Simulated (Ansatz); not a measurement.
# MgO2 (R-3m) in Ansatz: settings compared

The runs below take MgO2 through band structure, with LDA, PBEsol, r2SCAN.

Program: Ansatz 0.2.0. These are calculated values, not measurements. Logs are shortened: lines on timing, memory, paths and dates and some standing lists are left out, and cuts for length are marked.

## (1) The structure

The structure is trigonal, space group R-3m (No. 166). The conventional cell has a = 3.210 Å, b = 3.210 Å, c = 10.482 Å, α = 90.00°, β = 90.00°, γ = 120.00°. Around Mg (site symmetry -3m) lie 6 O at 2.11 Å. O (site symmetry 3m) is surrounded by 1 O at 1.49 Å.

The cell comes from a database or a generator and needn't be the stable form of this composition.

## (2) Band structure, LDA

input.yaml reads:

```yaml
crystal:
  lattice:
    - [1.604761016, 0.9265092046, 3.4939788749]
    - [-1.604761016, 0.9265092046, 3.4939788749]
    - [0.0, -1.8530184092, 3.4939788749]
  atoms:
    - { symbol: Mg, position: [0.0, 0.0, 0.0] }
    - { symbol: O, position: [0.571214, 0.571214, 0.571214] }
    - { symbol: O, position: [0.428786, 0.428786, 0.428786] }
hamiltonian:
  xc: lda
  pseudopotentials: { kind: paw }
kpoints:
  mp_grid: { grid: [10, 10, 10] }
  band_path:
    path:
      - [[0.0, 0.0, 0.0], [0.5, 0.0, 0.0], [0.5, 0.2135445148, -0.2135445148]]
      - [[0.7864554852, 0.5, 0.2135445148], [0.5, 0.5, 0.5], [0.0, 0.0, 0.0], [0.3567722574, 0.0, -0.3567722574]]
      - [[0.6432277426, 0.3567722574, 0.0], [0.5, 0.5, 0.0], [0.6432277426, 0.6432277426, 0.2135445148], [0.5, 0.5, 0.5]]
      - [[0.5, 0.0, 0.0], [0.7864554852, 0.3567722574, 0.3567722574]]
    npoints: 14
scf:
  occupations: { method: fermi_dirac, width: 0.05 }
  n_extra_bands: 7
output:
  forces: true
  stress: true
  eigenvalues: true
  fatbands: true
```

Potentials or basis: Ansatz PAW.

Command:

```sh
$ ansatz run input.yaml --threads 2 --pin off --max-ram 5632MiB --backend cpu --events-out ev --progress --plain --runs-dir out
```

What it wrote:

```text
Warning: RAYON_NUM_THREADS=2 ignored (pool sized by the plan → 2); use --threads N
scf.n_extra_bands = 7 over 11 filled bands (N_el = 22.0): the run solves 18 bands
Engine: ansatz 0.2.0, x86_64-unknown-linux-gnu
Pseudopotentials: kind: paw
Pseudopotential: Mg, paw, valence charge 10, recommended cutoff 420 eV (normal), Mg.paw.azcp
Pseudopotential: O, paw, valence charge 6, recommended cutoff 420 eV (normal), O.paw.azcp
Functional definition: SPW92
  exchange = slater_x
  correlation = pw_c
Crystal: 3 atoms, lattice volume = 31.170 Å³
Basis set: ecut = 420 eV, 617 PW (Γ)
Bands: 18, of which v1, the nominal top of the filled ones, is band 11 counted from 1 (10 counted from 0)
Symmetry: 12 space group operations
Space group: R-3m (ITA 166), of the structure as read, at distance tolerance 3.1e-5 Å
k-points: 116 of 1000
Non-local potential: Mg, projectors of the file, l = 0: 3, l = 1: 2, l = 2: 1
Non-local potential: O, projectors of the file, l = 0: 2, l = 1: 2, l = 2: 1
PAW form: soft (Blöchl's): semilocal exchange-correlation on the pseudo side does not see the compensation charge
PAW frozen core: Mg, regenerated for the run's functional, and the local potential with it (the file was generated under x = pbe(κ = 0.804, μ = 0.2195149727645171), c = pbe(β = 0.06672455060314922))
PAW frozen core: O, regenerated for the run's functional, and the local potential with it (the file was generated under x = pbe(κ = 0.804, μ = 0.2195149727645171), c = pbe(β = 0.06672455060314922))
PAW one-centre angular grid: Mg, 110 points (default); XC on 64 Gauss nodes
PAW one-centre angular grid: O, 110 points (default); XC on 64 Gauss nodes
Initial density: superposition of atomic densities (neutral atoms: chi_scale 0, normalization atom), corrected by the library's trained network
Initial wavefunctions: pseudopotential atomic-orbital guess
Functional: x = slater, c = lda
SCF iter   1: F=—  HF=-3012.130618 eV  |F-HF|=—  |Δ(HF+E_count)|=         —  Δρ=1.69e-2  dr2=8.65e-2  ethr=1.77e-3  ⟨swp⟩=5.4  Hψ=10564  notcnv=0  defer=57
preconditioner: auto → none  [insulator: Δε(μ)=2.161 eV  Ē_g=18.758 eV  σ=0.050 eV  W_gap=1.00  n_scr=14 (ndim 8)  ℏωp=24.9 eV  f_vac=0.038  D(μ)=0.00/eV (n_scr^D=0)  ε∞_Penn≈2.8]
SCF iter   2: F=—  HF=-3012.103485 eV  |F-HF|=—  |Δ(HF+E_count)|=   2.71e-2  Δρ=7.73e-3  dr2=8.62e-3  ethr=3.93e-4  ⟨swp⟩=2.3  Hψ=4169  notcnv=0  defer=230
SCF iter   3: F=—  HF=-3012.100115 eV  |F-HF|=—  |Δ(HF+E_count)|=   3.37e-3  Δρ=1.94e-3  dr2=4.90e-4  ethr=3.92e-5  ⟨swp⟩=2.1  Hψ=3064  notcnv=0  defer=230
SCF iter   4: F=—  HF=-3012.099882 eV  |F-HF|=—  |Δ(HF+E_count)|=   2.33e-4  Δρ=3.55e-4  dr2=1.38e-5  ethr=2.23e-6  ⟨swp⟩=2.0  Hψ=2377  notcnv=0  defer=230
SCF iter   5: F=—  HF=-3012.099880 eV  |F-HF|=—  |Δ(HF+E_count)|=   2.11e-6  Δρ=2.82e-5  dr2=9.32e-8  ethr=6.29e-8  ⟨swp⟩=2.8  Hψ=2671  notcnv=0  defer=230
SCF iter   6: F=-3012.099880 eV  HF=-3012.099880 eV  |F-HF|=1.22e-8  |Δ(HF+E_count)|=   2.70e-8  Δρ=7.38e-6  dr2=1.57e-8  ethr=4.24e-10  ⟨swp⟩=7.0  Hψ=8651  notcnv=0
SCF 1 converged in 6 iterations: F = -3012.099880 eV  dr2 = 1.57e-8
NSCF: frozen V_eff on 130 k-points
SCF converged after 6 iterations
Free energy (F): -3012.099880 eV
Harris-Foulkes:  -3012.099880 eV  (|F-HF|=1.22e-8)
Internal energy: -3012.099880 eV  (E = F + TS)
E sigma→0 (E₀):  -3012.099880 eV
Fermi energy:    7.196838 eV
--- Per-component energies (eV) ---
  E_band       = -359.529408
  E_kinetic    = 423.481058
  E_local      = -2142.629296  (includes V_loc(G=0)·N_el)
  E_nonlocal   = 196.007203
  E_hartree    = 743.845249
  E_xc         = -173.484489
  E_vxc        = -223.503292  (∫ρ·V_xc dr)
  E_paw        = -564.327200  (= ΣΔE_a)
  E_vpaw       = -100.579388  (= ΣTr[D̂ρ^β])
  E_aug_tail   = 0.004991  (compensation charges beyond the density's cutoff)
  E_ewald      = -1495.341718
  E_core_change = 0.344322  (= ΣΔE_core)
  E_smearing   = -0.000000  (= −TS)
  E_closure    = 0.000000  (closes the sum)
  Σ components = -3012.099880   (vs F -3012.099880, Δ=0.00e0)
--- Forces (eV/Å), atoms counted from 1 ---
  atom   1  Mg     0.00000000     0.00000000     0.00000000
  atom   2  O     -0.00000000    -0.00000000    -0.45023023
  atom   3  O     -0.00000000     0.00000000     0.45023023
  max |Σ_I F_I| component: 5.55e-17 eV/Å
--- Stress (GPa, compression-positive) ---
       -8.580261       0.000000       0.000000
        0.000000      -8.580261       0.000000
       -0.000000       0.000000     -13.229091
  P = ⅓ Tr σ = -10.1299 GPa (-101.299 kbar)
--- Band table (eV; the first three rows and the last of 116) ---
  k-point 0: bands = ["-66.6498", "-34.0951", "-34.0690", "-34.0690", "-15.0290", "-8.1906", "-1.7200", "2.7109", "2.7109", "5.2238", "5.2238", "10.3887", "10.7245", "17.8538", "19.6366", "20.5484", "20.5484", "22.2239"]
  k-point 1: bands = ["-66.6496", "-34.0947", "-34.0723", "-34.0697", "-14.9812", "-8.2215", "-1.6450", "2.4226", "2.6765", "5.1505", "5.1768", "10.5396", "10.9530", "17.8945", "19.5587", "19.8083", "20.8201", "21.7812"]
  k-point 2: bands = ["-66.6490", "-34.0936", "-34.0810", "-34.0715", "-14.8529", "-8.3020", "-1.4450", "1.7324", "2.5886", "5.0053", "5.0594", "10.5304", "11.8573", "17.9671", "18.1664", "20.1587", "20.9216", "21.5971"]
  k-point 115: bands = ["-66.6497", "-34.0993", "-34.0691", "-34.0691", "-14.5141", "-9.8869", "1.0673", "2.1884", "2.1884", "6.0331", "6.0331", "8.2197", "10.7517", "15.1629", "19.9043", "19.9043", "22.6964", "22.6964"]
```

Wall time 3.2 s (2 threads of AMD EPYC 7R43 (Zen 3), shared host); peak memory 0.37 GiB.

Results:

* Free energy: -3012.0999 eV
* Pressure: -10.1 GPa
* Largest force: 0.450 eV/Å
* Band gap on the k mesh: 2.19 eV, direct
* Band gap along the path: 2.19 eV, direct

Forces on the atoms (eV/Å):
```
Mg   0.000  0.000  0.000
O    0.000  0.000 -0.450
O    0.000  0.000  0.450
```

Levels at the corners of the path, in eV from the valence-band top:
```tsv
point	band 8	band 9	band 10	band 11	band 12	band 13	band 14	band 15
Γ	-3.32	-3.32	-0.81	-0.81	4.36	4.69	11.82	13.60
L	-6.09	-3.66	-1.27	-1.13	4.04	8.36	9.91	12.25
B1	-5.10	-4.70	-2.09	-0.69	3.71	9.53	9.81	12.24
B	-5.10	-4.70	-2.09	-0.69	3.71	9.53	9.81	12.24
Z	-3.84	-3.84	0.00	0.00	2.19	4.72	9.13	13.87
Γ	-3.32	-3.32	-0.81	-0.81	4.36	4.69	11.82	13.60
X	-5.10	-4.99	-1.84	-0.89	3.80	9.28	10.43	12.17
Q	-5.10	-4.99	-1.84	-0.89	3.80	9.28	10.43	12.17
F	-5.41	-4.34	-2.19	-0.13	3.40	7.53	10.72	12.07
P1	-4.92	-4.20	-2.15	-0.34	3.49	7.85	10.24	11.66
Z	-3.84	-3.84	0.00	0.00	2.19	4.72	9.13	13.87
L	-6.09	-3.66	-1.27	-1.13	4.04	8.36	9.91	12.25
P	-4.92	-4.20	-2.15	-0.34	3.49	7.85	10.24	11.66
```

Caveat: the pressure holds a Pulay correction of +1.1 GPa for the finite cutoff; the PAW data sets come from PBE, with cores solved anew for the run's functional, which leaves a small shift of forces and pressure. Expect the measured gap to be larger: semilocal functionals such as LDA lack the derivative discontinuity.

## (3) Band structure, PBEsol

Edit input.yaml of step 2 so:

```diff
@@ -10,3 +10,3 @@
 hamiltonian:
-  xc: lda
+  xc: pbesol
   pseudopotentials: { kind: paw }
@@ -28,2 +28,2 @@
   eigenvalues: true
-  fatbands: true
+  fatbands: false
```

Potentials or basis: Ansatz PAW.

Command:

```sh
$ ansatz run input.yaml --threads 2 --pin off --max-ram 5632MiB --backend cpu --events-out ev --progress --plain --runs-dir out
```

What it wrote:

```text
Warning: RAYON_NUM_THREADS=2 ignored (pool sized by the plan → 2); use --threads N
scf.n_extra_bands = 7 over 11 filled bands (N_el = 22.0): the run solves 18 bands
[... 4 set-up lines as earlier in the session ...]
Functional definition: PBEsol
  exchange = pbesol_x
  correlation = pbesol_c
Crystal: 3 atoms, lattice volume = 31.170 Å³
Basis set: ecut = 420 eV, 617 PW (Γ), exchange–correlation on 54×54×54 points (8 copies of the dense FFT grid, shifted against one another)
Bands: 18, of which v1, the nominal top of the filled ones, is band 11 counted from 1 (10 counted from 0)
[... 2 set-up lines as earlier in the session ...]
k-points: 116 of 1000
[... 9 set-up lines as earlier in the session ...]
Functional: x = pbesol(κ = 0.804, μ = 0.12345679012345678), c = pbesol(β = 0.046)
SCF iter   1: F=—  HF=-3033.656965 eV  |F-HF|=—  |Δ(HF+E_count)|=         —  Δρ=1.35e-2  dr2=4.98e-2  ethr=1.77e-3  ⟨swp⟩=5.4  Hψ=10500  notcnv=0  defer=53
preconditioner: auto → none  [insulator: Δε(μ)=2.226 eV  Ē_g=19.022 eV  σ=0.050 eV  W_gap=1.00  n_scr=14 (ndim 8)  ℏωp=24.9 eV  f_vac=0.038  D(μ)=0.00/eV (n_scr^D=0)  ε∞_Penn≈2.7]
SCF iter   2: F=—  HF=-3033.643393 eV  |F-HF|=—  |Δ(HF+E_count)|=   1.36e-2  Δρ=5.20e-3  dr2=4.54e-3  ethr=2.26e-4  ⟨swp⟩=2.1  Hψ=4121  notcnv=0  defer=229
SCF iter   3: F=—  HF=-3033.642016 eV  |F-HF|=—  |Δ(HF+E_count)|=   1.38e-3  Δρ=1.36e-3  dr2=1.69e-4  ethr=2.06e-5  ⟨swp⟩=2.1  Hψ=2961  notcnv=0  defer=229
SCF iter   4: F=—  HF=-3033.642135 eV  |F-HF|=—  |Δ(HF+E_count)|=   1.19e-4  Δρ=1.81e-4  dr2=3.11e-6  ethr=7.68e-7  ⟨swp⟩=2.1  Hψ=2888  notcnv=0  defer=229
SCF iter   5: F=—  HF=-3033.642159 eV  |F-HF|=—  |Δ(HF+E_count)|=   2.39e-5  Δρ=1.64e-5  dr2=3.62e-8  ethr=1.42e-8  ⟨swp⟩=2.1  Hψ=2557  notcnv=0  defer=229
SCF iter   6: F=-3033.642159 eV  HF=-3033.642159 eV  |F-HF|=1.91e-9  |Δ(HF+E_count)|=   2.61e-8  Δρ=4.42e-6  dr2=3.89e-9  ethr=1.65e-10  ⟨swp⟩=6.7  Hψ=9079  notcnv=0
SCF 1 converged in 6 iterations: F = -3033.642159 eV  dr2 = 3.89e-9
NSCF: frozen V_eff on 130 k-points
SCF converged after 6 iterations
Free energy (F): -3033.642159 eV
Harris-Foulkes:  -3033.642159 eV  (|F-HF|=1.91e-9)
Internal energy: -3033.642159 eV  (E = F + TS)
E sigma→0 (E₀):  -3033.642159 eV
Fermi energy:    7.496185 eV
--- Per-component energies (eV) ---
  E_band       = -354.675741
  E_kinetic    = 424.723856
  E_local      = -2141.980310  (includes V_loc(G=0)·N_el)
  E_nonlocal   = 192.696487
  E_hartree    = 745.201388
  E_xc         = -174.330621
  E_vxc        = -224.093998  (∫ρ·V_xc dr)
  E_paw        = -584.745561  (= ΣΔE_a)
  E_vpaw       = -96.429550  (= ΣTr[D̂ρ^β])
  E_aug_tail   = 0.004883  (compensation charges beyond the density's cutoff)
  E_ewald      = -1495.341718
  E_core_change = 0.129438  (= ΣΔE_core)
  E_smearing   = -0.000000  (= −TS)
  E_closure    = -0.000000  (closes the sum)
  Σ components = -3033.642159   (vs F -3033.642159, Δ=0.00e0)
--- Forces (eV/Å), atoms counted from 1 ---
  atom   1  Mg    -0.00000000     0.00000000     0.00000000
  atom   2  O     -0.00000000    -0.00000000    -0.30403718
  atom   3  O     -0.00000000     0.00000000     0.30403718
  max |Σ_I F_I| component: 5.55e-17 eV/Å
--- Stress (GPa, compression-positive) ---
       -3.745008       0.000000       0.000000
        0.000000      -3.745008       0.000000
        0.000000       0.000000      -7.001862
  P = ⅓ Tr σ = -4.8306 GPa (-48.306 kbar)
--- Band table (eV; the first three rows and the last of 116) ---
  k-point 0: bands = ["-66.8016", "-33.7634", "-33.7340", "-33.7340", "-14.9300", "-8.1666", "-1.3947", "2.9818", "2.9818", "5.5000", "5.5000", "10.7849", "11.1120", "18.2905", "20.1091", "21.0091", "21.0091", "22.7436"]
  k-point 1: bands = ["-66.8014", "-33.7630", "-33.7373", "-33.7347", "-14.8832", "-8.1964", "-1.3210", "2.6977", "2.9480", "5.4286", "5.4537", "10.9240", "11.3508", "18.3292", "20.0262", "20.2827", "21.2820", "22.2942"]
  k-point 2: bands = ["-66.8008", "-33.7619", "-33.7459", "-33.7365", "-14.7577", "-8.2743", "-1.1242", "2.0164", "2.8615", "5.2864", "5.3375", "10.9081", "12.2614", "18.3779", "18.6635", "20.6258", "21.4316", "22.0629"]
  k-point 115: bands = ["-66.8015", "-33.7675", "-33.7341", "-33.7341", "-14.4201", "-9.8119", "1.3564", "2.4604", "2.4604", "6.3085", "6.3085", "8.5417", "11.1875", "15.6008", "20.3797", "20.3797", "23.1477", "23.1477"]
```

It took 2.6 s on 2 threads of AMD EPYC 7R43 (Zen 3), shared host; peak memory 0.38 GiB.

Results:

| Property | Result |
| --- | --- |
| Free energy | -3033.6422 eV |
| Pressure | -4.8 GPa |
| Largest force | 0.304 eV/Å |
| Band gap on the k mesh | 2.23 eV, direct |
| Band gap along the path | 2.23 eV, direct |

Forces in eV/Å, atoms in the order of the input:
```
Mg   0.000  0.000  0.000
O    0.000  0.000 -0.304
O    0.000  0.000  0.304
```

Stress tensor (GPa, compression positive):
```
-3.75  0.00  0.00
 0.00 -3.75  0.00
 0.00  0.00 -7.00
```

Levels at the corners of the path, in eV from the valence-band top:
```
point  band 8  band 9  band 10  band 11  band 12  band 13  band 14  band 15
    Γ   -3.33   -3.33    -0.81    -0.81     4.48     4.80    11.98    13.80
    L   -6.06   -3.66    -1.26    -1.13     4.14     8.50    10.12    12.43
   B1   -5.08   -4.68    -2.08    -0.69     3.79     9.73     9.98    12.41
    B   -5.08   -4.68    -2.08    -0.69     3.79     9.73     9.98    12.41
    Z   -3.85   -3.85     0.00     0.00     2.23     4.88     9.29    14.07
    Γ   -3.33   -3.33    -0.81    -0.81     4.48     4.80    11.98    13.80
    X   -5.08   -4.97    -1.82    -0.88     3.88     9.47    10.61    12.33
    Q   -5.08   -4.97    -1.82    -0.88     3.88     9.47    10.61    12.33
    F   -5.38   -4.34    -2.17    -0.13     3.47     7.71    10.90    12.23
   P1   -4.89   -4.20    -2.13    -0.34     3.57     8.03    10.43    11.81
    Z   -3.85   -3.85     0.00     0.00     2.23     4.88     9.29    14.07
    L   -6.06   -3.66    -1.26    -1.13     4.14     8.50    10.12    12.43
    P   -4.89   -4.20    -2.13    -0.34     3.57     8.03    10.43    11.81
```

Caveat: the pressure holds a Pulay correction of +0.9 GPa for the finite cutoff; the PAW data sets come from PBE, with cores solved anew for the run's functional, which leaves a small shift of forces and pressure.

## (4) Band structure, r2SCAN

Edit input.yaml of step 3 so:

```diff
@@ -10,3 +10,3 @@
 hamiltonian:
-  xc: pbesol
+  xc: r2scan
   pseudopotentials: { kind: paw }
```

Command:

```sh
$ ansatz run input.yaml --threads 2 --pin off --max-ram 5632MiB --backend cpu --events-out ev --progress --plain --runs-dir out
```

Wall time 5.1 s (2 threads of AMD EPYC 7R43 (Zen 3), shared host); peak memory 0.53 GiB.

The run converged. Its results:

- Free energy: -3063.7040 eV
- Pressure: -5.4 GPa
- Largest force: 0.216 eV/Å
- Band gap on the k mesh: 2.95 eV, direct
- Band gap along the path: 2.95 eV, direct

Forces in eV/Å, atoms in the order of the input:
```
Mg   0.000  0.000  0.000
O    0.000  0.000 -0.216
O    0.000  0.000  0.216
```

Stress tensor (GPa, compression positive):
```
-4.87  0.00  0.00
 0.00 -4.87  0.00
 0.00  0.00 -6.57
```

Levels at the corners of the path, in eV from the valence-band top:
```tsv
point	band 7	band 8	band 9	band 10	band 11	band 12	band 13	band 14	band 15	band 16
Γ	-7.54	-3.42	-3.42	-0.82	-0.82	5.31	5.62	13.15	15.18	15.81
L	-6.55	-6.10	-3.76	-1.26	-1.11	4.91	9.44	11.20	13.61	15.23
B1	-6.25	-5.14	-4.70	-2.03	-0.68	4.52	10.75	10.94	13.71	14.48
B	-6.25	-5.14	-4.70	-2.03	-0.68	4.52	10.75	10.94	13.71	14.48
Z	-4.84	-3.96	-3.96	0.00	0.00	2.95	5.73	10.46	15.24	15.24
Γ	-7.54	-3.42	-3.42	-0.82	-0.82	5.31	5.62	13.15	15.18	15.81
X	-6.25	-5.10	-5.03	-1.79	-0.87	4.62	10.47	11.60	13.60	15.06
Q	-6.25	-5.10	-5.03	-1.79	-0.87	4.62	10.47	11.60	13.60	15.06
F	-5.92	-5.43	-4.43	-2.11	-0.14	4.22	8.66	11.90	13.51	13.92
P1	-6.32	-4.87	-4.30	-2.07	-0.35	4.29	8.98	11.45	13.08	14.36
Z	-4.84	-3.96	-3.96	0.00	0.00	2.95	5.73	10.46	15.24	15.24
L	-6.55	-6.10	-3.76	-1.26	-1.11	4.91	9.44	11.20	13.61	15.23
P	-6.32	-4.87	-4.30	-2.07	-0.35	4.29	8.98	11.45	13.08	14.36
```

Caveat: the PAW data sets come from PBE, with cores solved anew for the run's functional, which leaves a small shift of forces and pressure. r2SCAN opens gaps a little over a GGA but as a rule still falls short of measured ones.

## (5) Summary

```tsv
level	cutoff (eV)	gap on the mesh (eV)	pressure (GPa)	largest force (eV/Å)
LDA	420	2.19	-10.1	0.45
PBEsol	420	2.23	-4.8	0.30
r2SCAN	500	2.95	-5.4	0.22
```

Alike in all rows: task band structure; potentials or basis Ansatz PAW; no spin polarisation; cell as given; k mesh 10 × 10 × 10; smearing fermi-dirac 0.05 eV.

On the cell as given the gap runs from 2.19 eV (LDA) to 2.95 eV (r2SCAN). The pressure there spans -10.1 GPa (LDA) to -4.8 GPa (PBEsol); a positive pressure means that this level wants a larger cell, a negative one a smaller.

Caveats: the PAW data sets come from PBE, with cores solved anew for the run's functional, which leaves a small shift of forces and pressure.

Absolute energies hang on the potentials; compare differences alone.
